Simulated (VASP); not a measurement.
# CdS (Imm2) in VASP: a series of runs, part 2 of 2

VASP 6.6.1.

### Step 4. Single point, r2SCAN (all Cd atoms moved +0.150 Å, as atom 1 along Cartesian [0 1 0])

Contents of POSCAR:

```
CdS
1.0
    0.0000000000      2.9100000000      2.9100000000
    2.9100000000      0.0000000000      2.9100000000
    2.9100000000      2.9100000000      0.0000000000
Cd S
1 1
Direct
    0.0257731959     -0.0257731959      0.0257731959
    0.7500000000      0.7500000000      0.7500000000
```

Contents of INCAR.step1:

```
SYSTEM = CdS
PREC     = Accurate       ! precision mode
ENCUT    = 520            ! plane-wave cutoff, eV
ISMEAR   = 0              ! smearing method
SIGMA    = 0.05           ! smearing width, eV
LREAL    = .FALSE.        ! projectors in reciprocal space
LASPH    = .TRUE.         ! aspherical terms in the spheres
NELM     = 100            ! most SCF steps
NBANDS   = 16             ! bands
GGA      = PE             ! functional
ALGO     = Normal         ! electronic algorithm
EDIFF    = 1E-4           ! SCF threshold, eV
LWAVE    = .TRUE.         ! write WAVECAR
LCHARG   = .FALSE.        ! write CHGCAR
```

Contents of INCAR.step2:

```
SYSTEM = CdS
PREC     = Accurate       ! precision mode
ENCUT    = 520            ! plane-wave cutoff, eV
EDIFF    = 1E-6           ! SCF threshold, eV
ISMEAR   = 0              ! smearing method
SIGMA    = 0.05           ! smearing width, eV
LREAL    = .FALSE.        ! projectors in reciprocal space
LASPH    = .TRUE.         ! aspherical terms in the spheres
NELM     = 100            ! most SCF steps
ALGO     = Normal         ! electronic algorithm
ISIF     = 2              ! what is computed and relaxed
LWAVE    = .FALSE.        ! write WAVECAR
LCHARG   = .TRUE.         ! write CHGCAR
METAGGA  = R2SCAN         ! meta-GGA
LMIXTAU  = .TRUE.       
LELF     = .TRUE.         ! ELF
LVHAR    = .TRUE.       
NBANDS   = 16             ! bands
ISTART   = 1
```

Contents of KPOINTS:

```
regular mesh
0
G
  8 8 8
  0 0 0
```

Potentials or basis: VASP PAW PBE potentials, release 64 (Cd, S).

Launch:

```bash
$ cat potpaw_PBE.64/Cd/POTCAR potpaw_PBE.64/S/POTCAR > POTCAR
$ cp INCAR.step1 INCAR
$ mpirun -np 1 vasp_std > vasp.out
$ cp INCAR.step2 INCAR
$ mpirun -np 1 vasp_std > vasp.out
```

OUTCAR:

```text
SYSTEM = CdS
   PREC = Accurate
   ENCUT = 520
   EDIFF = 1E-6
   ISMEAR = 0
   LREAL = .FALSE.
   LASPH = .TRUE.
   NELM = 100
   ISIF = 2
   METAGGA = R2SCAN
   ISTART = 1

 ion  position               nearest neighbor table
   1  0.026  0.974  0.026-   2 2.44   2 2.44   2 2.61   2 2.61
   2  0.750  0.750  0.750-   1 2.44   1 2.44   1 2.61   1 2.61

  LATTYP: Found a face centered cubic cell.
 ALAT       =     5.8200000000

  Lattice vectors:

 A1 = (   0.0000000000,   2.9100000000,   2.9100000000)
 A2 = (   2.9100000000,   0.0000000000,   2.9100000000)
 A3 = (   2.9100000000,   2.9100000000,   0.0000000000)

Analysis of symmetry for initial positions (statically):
=====================================================================
 Subroutine PRICEL returns:
 Original cell was already a primitive cell.

 Routine SETGRP: Setting up the symmetry group for a
 face centered cubic supercell.

 Subroutine GETGRP returns: Found  4 space group operations
 (whereof  4 operations were pure point group operations)
 out of a pool of 48 trial point group operations.

The static configuration has the point symmetry C_2v.

Analysis of symmetry for dynamics (positions and initial velocities):
=====================================================================
 Subroutine PRICEL returns:
 Original cell was already a primitive cell.

 Routine SETGRP: Setting up the symmetry group for a
 face centered cubic supercell.

 Subroutine GETGRP returns: Found  4 space group operations
 (whereof  4 operations were pure point group operations)
 out of a pool of 48 trial point group operations.

The dynamic configuration has the point symmetry C_2v.

 Subroutine INISYM returns: Found  4 space group operations
 (whereof  4 operations are pure point group operations),
 and found     1 'primitive' translations

----------------------------------------------------------------------------------------

                                     Primitive cell

  volume of cell :      49.2843

  direct lattice vectors                    reciprocal lattice vectors
     0.000000000  2.910000000  2.910000000    -0.171821306  0.171821306  0.171821306
     2.910000000  0.000000000  2.910000000     0.171821306 -0.171821306  0.171821306
     2.910000000  2.910000000  0.000000000     0.171821306  0.171821306 -0.171821306

  length of vectors
     4.115361467  4.115361467  4.115361467     0.297603232  0.297603232  0.297603232

  position of ions in fractional coordinates (direct lattice)
     0.025773196  0.974226804  0.025773196
     0.750000000  0.750000000  0.750000000

  ion indices of the primitive-cell ions
   primitive index   ion index
                 1           1
                 2           2

----------------------------------------------------------------------------------------

 KPOINTS: regular mesh

Automatic generation of k-mesh.
 Grid dimensions read from file:
 generate k-points for:    8    8    8

 Generating k-lattice:

  Cartesian coordinates                     Fractional coordinates (reciprocal lattice)
    -0.021477663  0.021477663  0.021477663     0.125000000  0.000000000  0.000000000
     0.021477663 -0.021477663  0.021477663     0.000000000  0.125000000  0.000000000
     0.021477663  0.021477663 -0.021477663     0.000000000  0.000000000  0.125000000

  Length of vectors
     0.037200404  0.037200404  0.037200404

  Shift w.r.t. Gamma in fractional coordinates (k-lattice)
     0.000000000  0.000000000  0.000000000

 Subroutine IBZKPT returns following result:
 ===========================================

 Found     95 irreducible k-points:

 Following reciprocal coordinates:
            Coordinates               Weight
  0.000000  0.000000  0.000000      1.000000
  0.125000  0.000000  0.000000      4.000000
  0.000000  0.125000  0.000000      4.000000
  0.250000  0.000000  0.000000      4.000000
  0.000000  0.250000  0.000000      4.000000
  0.375000  0.000000  0.000000      4.000000
[... 16 lines left out ...]
  0.500000  0.375000  0.500000      4.000000
 -0.375000  0.125000  0.000000      8.000000
 [... further k-points ...]
   k-points           NKPTS =     95   k-points in BZ     NKDIM =     95   number of bands    NBANDS=     16
   number of dos      NEDOS =    301   number of ions     NIONS =      2
   total plane-waves  NPLWV =  32768
   dimension x,y,z NGX =    32 NGY =   32 NGZ =   32
   dimension x,y,z NGXF=    64 NGYF=   64 NGZF=   64
   ions per type =               1   1
   NGX,Y,Z   is equivalent  to a cutoff of  12.93, 12.93, 12.93 a.u.
   NGXF,Y,Z  is equivalent  to a cutoff of  25.85, 25.85, 25.85 a.u.
 SYSTEM =  CdS
   PREC   = accura    normal or accurate (medium, high low for compatibility)
   ISTART =      1    job   : 0-new  1-cont  2-samecut
   ICHARG =      0    charge: 1-file 2-atom 10-const
   ISPIN  =      1    spin polarized calculation?
   LNONCOLLINEAR =      F non collinear calculations
   LSORBIT =      F    spin-orbit coupling
   LASPH  =      T    aspherical Exc in radial PAW
   ENCUT  =  520.0 eV  38.22 Ry    6.18 a.u.   7.65  7.65  7.65*2*pi/ulx,y,z
   NELM   =    100;   NELMIN=  2; NELMDL=  0     # of ELM steps
   EDIFF  = 0.1E-05   stopping-criterion for ELM
   LREAL  =      F    real-space projection
   EDIFFG = 0.1E-04   stopping-criterion for IOM
   NSW    =      0    number of steps for IOM
   IBRION =     -1    ionic relax: 0-MD 1-quasi-New 2-CG
   NFREE  =      0    steps in history (QN), initial steepest desc. (CG)
   ISIF   =      2    stress and relaxation
   ISYM   =      2    0-nonsym 1-usesym 2-fastsym
   POTIM  = 0.5000    time-step for ionic-motion
   TEBEG  =    0.0;   TEEND  =   0.0 temperature during run
   PSTRESS=    0.0 pullay stress
   NELECT =      18.0000    total number of electrons
   NUPDOWN=      -1.0000    fix difference up-down
   EMIN   =  10.00;   EMAX   =-10.00  energy-range for DOS
   EFERMI =   0.00;   METHOD = LEGACY
   ISMEAR =     0;   SIGMA  =   0.05  broadening in eV -4-tet -1-fermi 0-gaus
   EFERMI_NEDOS =   21; number of points for ismear=-14 and -15
   IALGO  =     38    algorithm
   IMIX   =      4    mixing-type and parameters
     AMIX     =   0.40;   BMIX     =  1.00
     AMIX_MAG =   1.60;   BMIX_MAG =  1.00
  volume/ion in A,a.u.               =      24.64       166.29
  Fermi-wavevector in a.u.,A,eV,Ry     =   1.170207  2.211371 18.631605  1.369384
  Thomas-Fermi vector in A             =   2.306669
   LORBIT       =      0    0 simple, 1 ext, 2 COOP (PROOUT), +10 PAW based schemes
   METAGGA = R2SCAN    functional components
   LHFCALC =     F    Hartree Fock is set to
   AEXX    =    0.0000 exact exchange contribution
   IVDW    =     0    specifies the selected vdW correction
   LEPSILON=     F    determine dielectric tensor
   LRPA    =     F    only Hartree local field effects (RPA)
 non-spin polarized calculation
 Gauss-broadening in eV      SIGMA  =   0.05
  energy-cutoff  :      520.00
  volume of cell :       49.28
 maximum number of plane-waves:      1363
   NGX = 15   NGY = 15   NGZ = 15

 number of electron      17.9999997 magnetization

 Free energy of the ion-electron system (eV)
  ---------------------------------------------------
  ext. energy  EPLUGINS =         0.00000000
  ---------------------------------------------------
  free energy    TOTEN  =       -29.61339835 eV

  energy without entropy =      -29.61339835  energy(sigma->0) =      -29.61339835

 E-fermi :   1.4226     XC(G=0):  -9.7659

 val. band max:        1.1330459362   @ k =   0.0000   0.0000   0.0000
 cond. band min:       2.7420551482   @ k =   0.0000   0.0000   0.0000
 fundamental gap:      1.6090092120
 Fermi energy:         1.4226462784

 k-point     1 :       0.0000    0.0000    0.0000
  band No.  band energies     occupation
      1     -11.8438      2.00000
      2      -7.0224      2.00000
      3      -6.9010      2.00000
      4      -6.8022      2.00000
      5      -6.3897      2.00000
      6      -6.3829      2.00000
[... 8 lines left out ...]
     15      13.0879      0.00000
     16      13.1382      0.00000
[... 419 lines left out ...]
 k-point    24 :      -0.3750    0.1250    0.0000
  band No.  band energies     occupation
      1     -11.3911      2.00000
      2      -6.7628      2.00000
      3      -6.6904      2.00000
      4      -6.3972      2.00000
      5      -6.3675      2.00000
      6      -6.0808      2.00000
[... 8 lines left out ...]
     15      13.3671      0.00000
     16      14.6127      0.00000

 [... further k-points ...]
[... 5 lines left out ...]
  --------------------------------------------------------------------------------------
  -------------------------------------------------------------------------------------
  Total        0.9563310      0.7097370      0.9563310      0.0000000      0.0000000     -1.1538130
  in kB       31.0892235     23.0727351     31.0892235      0.0000000      0.0000000    -37.5091351
  external PRESSURE =      28.4170607 kB  Pullay stress =       0.0000000 kB

 VOLUME and BASIS-vectors are now :
 -----------------------------------------------------------------------------
  energy-cutoff  :      520.00
  volume of cell :       49.28
      direct lattice vectors                 reciprocal lattice vectors
     0.000000000  2.910000000  2.910000000    -0.171821306  0.171821306  0.171821306
     2.910000000  0.000000000  2.910000000     0.171821306 -0.171821306  0.171821306
     2.910000000  2.910000000  0.000000000     0.171821306  0.171821306 -0.171821306

 POSITION                                       TOTAL-FORCE (eV/Angst)
 -----------------------------------------------------------------------------------
      2.91000      0.15000      2.91000         0.000000     -0.801621      0.000000
      4.36500      4.36500      4.36500         0.000000      0.801621      0.000000
 -----------------------------------------------------------------------------------
    total drift:                                0.000002      0.000019      0.000001

  FREE ENERGIE OF THE ION-ELECTRON SYSTEM (eV)
  ---------------------------------------------------
  free  energy   TOTEN  =       -29.6133983519 eV

  energy  without entropy=      -29.6133983519  energy(sigma->0) =      -29.61339835
```

It took 2.6 min on 1 thread of AMD EPYC 9R45 (Zen 5), shared host; peak memory 0.19 GiB.

What came out:

| Item | Value |
| --- | --- |
| Free energy | -29.6134 eV |
| Pressure | 2.8 GPa |
| Largest force | 0.802 eV/Å |
| Band gap on the k mesh | 1.61 eV, direct |

Forces in eV/Å, atoms in the order of the input:
```
Cd   0.000 -0.802  0.000
S    0.000  0.802  0.000
```

Caveat: the PAW data sets were made with another functional, which shifts forces and pressure a little.

### Step 5. Single point, r2SCAN (all Cd atoms moved +0.175 Å, as atom 1 along Cartesian [0 1 0])

POSCAR: that of step 4 with these lines changed.

```diff
@@ -8,3 +8,3 @@
 Direct
-    0.0257731959     -0.0257731959      0.0257731959
+    0.0300687285     -0.0300687285      0.0300687285
     0.7500000000      0.7500000000      0.7500000000
```

Contents of INCAR.step1:

```
SYSTEM = CdS
ALGO = Normal
EDIFF = 1E-4
ENCUT = 520
GGA = PE
ISMEAR = 0
LASPH = .TRUE.
LCHARG = .FALSE.
LREAL = .FALSE.
LWAVE = .TRUE.
NBANDS = 16
NELM = 100
PREC = Accurate
SIGMA = 0.05
```

Contents of INCAR.step2:

```
SYSTEM = CdS
ALGO = Normal
EDIFF = 1E-6
ENCUT = 520
ISIF = 2
ISMEAR = 0
ISTART = 1
LASPH = .TRUE.
LCHARG = .TRUE.
LELF = .TRUE.
LMIXTAU = .TRUE.
LREAL = .FALSE.
LVHAR = .TRUE.
LWAVE = .FALSE.
METAGGA = R2SCAN
NBANDS = 16
NELM = 100
PREC = Accurate
SIGMA = 0.05
```

Contents of KPOINTS:

```
k-points
0
G
  8 8 8
  0 0 0
```

Launch:

```bash
$ cat potpaw_PBE.64/Cd/POTCAR potpaw_PBE.64/S/POTCAR > POTCAR
$ cp INCAR.step1 INCAR
$ mpirun -np 1 vasp_std > vasp.out
$ cp INCAR.step2 INCAR
$ mpirun -np 1 vasp_std > vasp.out
```

Run time: 2.6 min. Hardware: 1 thread of AMD EPYC 9R45 (Zen 5), shared host; peak memory 0.2 GiB.

The run converged. Its results:

| Item | Value |
| --- | --- |
| Free energy | -29.5918 eV |
| Pressure | 3.0 GPa |
| Largest force | 0.930 eV/Å |
| Band gap on the k mesh | 1.61 eV, direct |

Forces on the atoms (eV/Å):
```
Cd   0.000 -0.930  0.000
S    0.000  0.930  0.000
```

Stress tensor (GPa, compression positive):
```
 3.41  0.00 -4.39
 0.00  2.32  0.00
-4.39  0.00  3.41
```

Levels at points of the mesh, in eV from the valence-band top:
```tsv
k point	band 5	band 6	band 7	band 8	band 9	band 10	band 11	band 12	band 13	band 14
(0.00, 0.00, 0.00)	-7.54	-7.53	-0.12	-0.03	0.00	1.61	7.04	7.06	7.15	11.85
(0.50, 0.00, 0.00)	-7.49	-7.16	-4.73	-1.06	-0.70	3.60	7.20	7.90	7.98	11.47
(0.00, 0.50, 0.00)	-7.48	-7.11	-4.32	-0.92	-0.55	3.33	7.01	7.72	7.80	11.60
(0.50, 0.50, 0.00)	-7.45	-7.08	-4.07	-1.98	-1.92	3.76	4.70	9.79	11.56	11.64
(0.50, 0.00, 0.50)	-7.45	-7.07	-3.99	-2.00	-1.96	3.71	4.82	9.78	11.33	11.83
```

Caveat: the PAW data sets were made with another functional, which shifts forces and pressure a little.

### Step 6. Summary

```tsv
cell	gap on the mesh (eV)	pressure (GPa)	largest force (eV/Å)
all Cd atoms moved -0.100 Å, as atom 1 along Cartesian [0 1 0]	1.61	2.5	0.54
all Cd atoms moved +0.050 Å, as atom 1 along Cartesian [0 1 0]	1.60	2.3	0.27
all Cd atoms moved +0.150 Å, as atom 1 along Cartesian [0 1 0]	1.61	2.8	0.80
all Cd atoms moved +0.175 Å, as atom 1 along Cartesian [0 1 0]	1.61	3.0	0.93
```

Alike in all rows: task single point; level r2SCAN; potentials or basis VASP PAW PBE potentials, release 64 (Cd, S); no spin polarisation; k mesh 8 × 8 × 8; cutoff (eV) 520; smearing gaussian 0.05 eV.

Caveats: the PAW data sets were made with another functional, which shifts forces and pressure a little.

Total energies depend on the potentials used, so only differences within one code and one set of settings carry meaning.
